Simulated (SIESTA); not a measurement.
Al:

```
Al
1.0
     0.00000    2.02481    2.02481
     2.02481    0.00000    2.02481
     2.02481    2.02481    0.00000
Al
1
Direct
  0.00000 0.00000 0.00000
```

Base run:

```yaml
Program: SIESTA 5.4.2
Functional: PBE
Potentials_or_basis: SPMS 1.0 (PBE files) or PseudoDojo by element
Basis: DZP (energy shift 0.003 Ry)
Grid_cutoff: 500 Ry
Energy_shift: 0.003 Ry
k_mesh: 11 × 11 × 11
Occupations: fermi-dirac, width 0.05 eV
Spin: no spin polarisation
```

Its results: band gap on the k mesh none (metal or under the smearing width); pressure -0.7 GPa.

Q: The run is repeated on the same cell with these changes: functional from PBE to PBEsol; potentials or basis from SPMS 1.0 (PBE files) or PseudoDojo by element to PseudoDojo 0.4 standard (PBEsol files). What comes out?

A: Band gap on the k mesh none (metal or under the smearing width); pressure -1.9 GPa.

Caveats: the basis of atomic orbitals isn't converged, which shifts pressures, moduli and gaps.

Not every run made on this cell is shown here.
